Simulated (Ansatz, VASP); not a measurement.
# Two plane-wave programs on PtSe2

```
CELL_PARAMETERS angstrom
3.72400 0.00000 0.00000
-1.86200 3.22508 0.00000
0.00000 0.00000 5.06200
ATOMIC_POSITIONS crystal
Pt 0.00000 0.00000 0.00000
Se 0.33333 0.66667 0.25000
Se 0.66667 0.33333 0.75000
```

Alike in both runs: task relaxation of cell and atoms; functional PBE; dispersion D3(BJ); k mesh 6 × 6 × 4; occupations gaussian, width 0.1 eV; no spin polarisation.

|  | VASP | Ansatz |
| --- | --- | --- |
| version | VASP 6.6.1 | Ansatz 0.2.0 |
| potentials or method | VASP PAW PBE potentials, release 64 (Pt, Se) | scalar-relativistic, plane waves, PAW |
| plane-wave cutoff (eV) | 600 | 420 |
| valence electrons in the cell | 22 | 50 |

VASP gave:

```
gap on the k mesh at the Fermi level, each at its own relaxed structure (eV) : none
relaxed volume (Å³/atom)                                                     : 19.79
relaxed cell length with the largest relative difference (Å)                 : 4.834
energy change over the relaxation (meV/atom)                                 : -17
```

Question: What did Ansatz give for the same quantities?

Answer: gap on the k mesh at the Fermi level, each at its own relaxed structure (eV): none; relaxed volume (Å³/atom): 19.90; relaxed cell length with the largest relative difference (Å): 4.865; energy change over the relaxation (meV/atom): -17.

A gap of «none» marks a metal or a gap that the smearing closes. The two sets of potentials don't hold the same shells in valence.

Caveats: pairwise dispersion overbinds metals, which lowers pressure and volume. The runs have no spin-orbit coupling, so splittings on Pt are missing.
